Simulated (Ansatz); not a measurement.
Runs of Ansatz 0.2.0 on CuI (Marshite). Symmetry: F-43m, No. 216, cubic system. The conventional cell has a = 6.063 Å, b = 6.063 Å, c = 6.063 Å, α = 90.00°, β = 90.00°, γ = 90.00°. I (site symmetry -43m) has 4 Cu at 2.63 Å as nearest neighbours. Cu (site symmetry -43m) has 4 I at 2.63 Å as nearest neighbours. 

| task | level | cell | k mesh | cutoff (eV) | points for each segment of the path | mesh quality | gap on the mesh (eV) | pressure (GPa) | relaxed volume (Å³/atom) |
| --- | --- | --- | --- | --- | --- | --- | --- | --- | --- |
| relaxation of cell and atoms | B3LYP | relaxed | 4 × 4 × 4 | 420 | - | coarse | 2.75 | 0.0 | (a) |
| band structure | BLYP | as given | 8 × 8 × 8 | 420 | 14 | not flagged | 1.16 | 3.5 | - |
| band structure | r2SCAN | as given | 8 × 8 × 8 | 500 | 14 | not flagged | (b) | -0.8 | - |
| relaxation of cell and atoms | BLYP | relaxed | 8 × 8 × 8 | 420 | - | not flagged | (c) | 0.0 | 30.54 |
| relaxation of cell and atoms | revPBE | relaxed | 8 × 8 × 8 | 420 | - | not flagged | 1.11 | 0.0 | 29.23 |

Alike in all rows: potentials or basis Ansatz PAW; no spin polarisation; smearing fermi-dirac 0.05 eV.

Task: Fill in the values left out.

Result: (a) 30.36; (b) 1.61; (c) 0.93.

Caveats: some runs use coarse meshes; spin-orbit coupling is left out, which moves the levels of the heavy elements; the PAW data sets come from PBE, with cores solved anew for the run's functional, which leaves a small shift of forces and pressure; the plane-wave basis is chosen anew once the cell has moved, so the energies of steps on either side of that aren't comparable (some runs).

A k mesh can miss the band edges, and the runs leave out spin-orbit coupling on I.

Runs at the PBE level aren't shown here.
